In a PBE calculation of SnTe, the energy of the highest filled level swings by more than 3 eV from one k point to another. The k point fixes how the phase of an electron wave changes from one atom to the next of the same kind. A simple bonding argument tells which points have a shallow level and which a deep one. Here it is used to forecast the level at two points whose results are still marked "?".

ABINIT 10.8.3, PBE without spin polarisation or spin–orbit coupling, for rocksalt SnTe in its two-atom cell at fixed geometry. The runs use PseudoDojo NC SR PBE v0.4.1 standard pseudopotentials, a 925 eV plane-wave cutoff, a 5×5×5 k mesh and Fermi–Dirac smearing of 0.05 eV. Levels are relative to the highest filled level on the mesh.

| point a (reciprocal cell vector) | point b (reciprocal cell vector) | point c (reciprocal cell vector) | level under 3 (eV) | level under 2 (eV) | level under 1 (eV) | level over 1 (eV) |
| --- | --- | --- | --- | --- | --- | --- |
| 0.0000 | 0.0000 | 0.0000 | -1.802 | -1.802 | -1.802 | 3.716 |
| 0.4000 | 0.2000 | 0.0000 | -2.826 | -2.638 | -1.924 | 2.615 |
| -0.4000 | 0.2000 | 0.0000 | -3.578 | -2.103 | -1.237 | 1.709 |
| -0.2000 | 0.2000 | 0.0000 | -3.214 | -1.312 | 0.000 | 0.921 |
| 0.4000 | 0.4000 | 0.0000 | -4.368 | -3.284 | -3.284 | 2.655 |
| -0.4000 | 0.4000 | 0.0000 | ? | ? | ? | ? |
| -0.4000 | 0.4000 | 0.2000 | ? | ? | ? | ? |

Points a, b and c are the components of k along the reciprocal cell vectors. "Level under 1" is the highest filled level at that point, and "level over 1" the lowest empty one. Energies count from the highest filled level found anywhere on the mesh, which lies at the fourth point. The fifth point, close to the zone-boundary point X, lies 3.3 eV lower.

**Why the level moves**

In rocksalt SnTe every atom has six neighbours of the other kind, along three perpendicular axes. By standard chemistry, the upper filled levels are mainly Te p orbitals that couple to Sn p orbitals. Each p orbital points along one axis, so the crystal can be read as three sets of chains, Te–Sn–Te–Sn. Coupling pushes the filled level of a chain down and the empty one up.

The bonding orbital of H₂ is a simpler case: it lies deeper when the two atoms couple more strongly. In H₂ the coupling changes with the distance. In SnTe all distances stay fixed, and the phase between neighbours decides how far their contributions add or cancel. The likeness ends there, since Sn and Te are different atoms and each level belongs to the whole crystal.

Two kinds of neighbour contribute to each chain. Those ahead and behind meet the p orbital end-on and couple strongly. The four beside it meet it side-on, with opposite sign and roughly a quarter of the strength, a common rule of thumb. At Γ, where all atoms of a kind are in phase, the side-on neighbours cancel half of the end-on coupling. Near X the side-on contributions nearly cancel one another for two of the chains, which keep almost their full end-on coupling; the highest filled level there is 1.5 eV deeper than at Γ.

The highest filled level should then belong to the most weakly coupled of the three chains. At the fourth point, end-on and side-on coupling almost cancel in two chains, and the level is the highest of all. The five known levels do follow the order of this weakest coupling.

**From coupling to energy**

To get numbers, express k along the cubic axes: kx = b + c − a, ky = a + c − b, kz = a + b − c, in units of 2π over the cubic cell edge. The two Sn atoms on either side of a Te atom along x then differ in phase by 2π·kx, so their joint effect goes as cos(π·kx), and likewise for y and z. The coupling of the x chain, in relative units, is the size of

cos(π·kx) − ¼ [cos(π·ky) + cos(π·kz)].

Two coupled levels repel, and once the coupling outweighs their original difference, the lower one sinks almost in proportion to it. A straight line fitted to the five known points gives

level ≈ 0.11 eV − 3.4 eV × weakest coupling.

Take the last point, (−0.4, 0.4, 0.2), which was not part of the fit. Its cubic components are 1.0, −0.6 and −0.2, with cosines −1, −0.31 and 0.81. The y chain has a coupling of only 0.26, because −0.31 − ¼(−1 + 0.81) = −0.26; the other two chains exceed 1. The level should therefore lie near 0.11 − 3.4 × 0.26 ≈ −0.8 eV.

At (−0.4, 0.4, 0) even the weakest chain has a coupling of 0.86, so the level should be deep. The forecasts are:

- (−0.4, 0.4, 0): −2.8 ± 0.6 eV
- (−0.4, 0.4, 0.2): −0.8 ± 0.6 eV, clearly above the first

The ranges are a judgement. They allow for mixing with s and d orbitals, which the chains leave out, and for the bend of the two-level formula at weak coupling.

The withheld rows as computed:

| point a (reciprocal cell vector) | point b (reciprocal cell vector) | point c (reciprocal cell vector) | level under 3 (eV) | level under 2 (eV) | level under 1 (eV) | level over 1 (eV) |
| --- | --- | --- | --- | --- | --- | --- |
| -0.4000 | 0.4000 | 0.0000 | -4.985 | -3.085 | -2.672 | 3.395 |
| -0.4000 | 0.4000 | 0.2000 | -4.083 | -4.000 | -0.897 | 1.494 |

**How well it works**

Both levels fall well inside their ranges. Against the unrounded forecasts, the first lies 0.13 eV higher and the second 0.12 eV lower, so their order is right and their separation slightly overestimated. When each known point in turn is left out of the fit, the typical error is 0.3 eV. Misses as small as these two need no separate explanation.

The next level down supports the picture of separate chains. At the last point it lies 3.1 eV below the highest one, as suits one weakly coupled chain beside two strong ones. At the other new point two chains are equally coupled, and the two highest filled levels lie only 0.4 eV apart.

The rule needs the side-on neighbours. With end-on coupling alone, the second, third and fourth points would share one energy, yet their levels spread over 1.9 eV. The printed analysis below compares both versions.

**Where it fails**

Equal coupling should mean equal energy, but at the fourth point the two equally coupled chains give levels 1.3 eV apart, and at the third point 0.9 eV apart. A likely cause is the filled Sn s orbital: it can mix with one combination of the two p orbitals and push it up, while symmetry shields the other. The table does not separate this effect, so the cause remains an argument from theory. If it is right, part of the height of the top level at the fourth point comes from the s orbital and not from weak p coupling. Yet even the lower level of that pair lies 2.0 eV above the highest filled level near X, so the trend does not rest on the splitting alone. The fitted slope takes in both effects.

The empty levels need more than these chains. Stronger coupling should raise them, yet the lowest empty level near X is 1.1 eV below that at Γ. The rule is therefore a guide to the highest filled level, and the gap at a k point has to be computed.

**What to do about it**

Use the weakest-chain rule to see where a coarse mesh may miss a high filled level. At the zone-boundary point L all three cosines vanish, and with them the coupling of every chain. The small gap of SnTe is known to lie at L or close to it, and this mesh steps over that point. The 0.92 eV between filled and empty levels at the fourth point is thus a gap of the mesh, not of the material.

For a gap, compute the levels at L and at closely spaced points around it, since the band edges can lie slightly to one side. A Γ-centred mesh with an even number of divisions contains L itself, but carrier properties also need a dense mesh around it. Include spin-orbit coupling as well: Sn and Te are heavy, and it changes the band edges at L and splits the threefold level at Γ. Even then, a PBE gap can be off by a few tenths of an eV, which matters for a gap as small as this one.

Printed output of the fit:

```
Points and couplings:
   row    kx    ky    kz  weakest coupling  end-on only  top split eV  direct separation eV
   0.0     0     0     0               0.5            1             0                 5.518
   0.4  -0.2   0.2   0.6             0.684        0.309         0.714                 4.539
  -0.4   0.6  -0.6  -0.2             0.434        0.309         0.866                 2.946
  -0.2   0.4  -0.4     0           0.01824        0.309         1.312                 0.921
   0.4     0     0   0.8            0.9523        0.809             0                 5.939
  -0.4   0.8  -0.8     0            0.8568        0.809         0.413                 6.067
  -0.4     1  -0.6  -0.2            0.2613        0.309         3.103                 2.391
fit of level_under_1 on 5 rows: constant 0.1135 +/- 0.21, coefficient of weak -3.405 +/- 0.35; rms 0.186, worst 0.4 -0.292, leave-one-out rms 0.296
  rows outside the fit (model, value, miss): -0.4 -2.804, -2.672, -0.132; -0.4 -0.7762, -0.897, 0.121
fit of level_under_1 on 5 rows: constant -0.5116 +/- 1, coefficient of endonly -2.079 +/- 1.7; rms 0.865, worst -0.2 -1.15, leave-one-out rms 1.59
  rows outside the fit (model, value, miss): -0.4 -2.194, -2.672, 0.478; -0.4 -1.154, -0.897, -0.257
Highest filled level, fourth point above fifth, in eV: 3.284
Highest filled level, fourth point above second, in eV: 1.924
Highest filled level, Gamma above fifth point, in eV: 1.482
Lowest empty level, Gamma above fifth point, in eV: 1.061
Forecast height of second withheld point above first, in eV: 2.028
Computed height of second withheld point above first, in eV: 1.775
```
